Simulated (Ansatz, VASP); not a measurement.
**Two plane-wave programs on C**

```
C
1.0
     1.81069    0.00000    0.00000
     0.00000    1.81069    0.00000
     0.00000    0.00000    1.70386
C
1
Direct
  0.50000 0.50000 0.00000
```

Alike in both runs: functional PBE; k mesh 30 × 30 × 32; occupations gaussian, width 0.1 eV; no spin polarisation.

Ansatz relaxed the structure, and its values are those at the end. VASP's run is a single point on that final structure, the one shown.

|  | VASP | Ansatz |
| --- | --- | --- |
| version | VASP 6.6.1 | Ansatz 0.2.0 |
| potentials or method | VASP PAW PBE potentials, release 64 (C) | scalar-relativistic, plane waves, PAW |
| plane-wave cutoff (eV) | 520 | 420 |
| valence electrons in the cell | 4 | 4 |

Ansatz gave:

```
gap on the k mesh at the Fermi level (eV) : none
pressure (GPa)                            : 0.0
```

Question: What did VASP give for the same quantities?

Answer: gap on the k mesh at the Fermi level (eV): none; pressure (GPa): 0.2.

A gap of «none» marks a metal or a gap that the smearing closes.
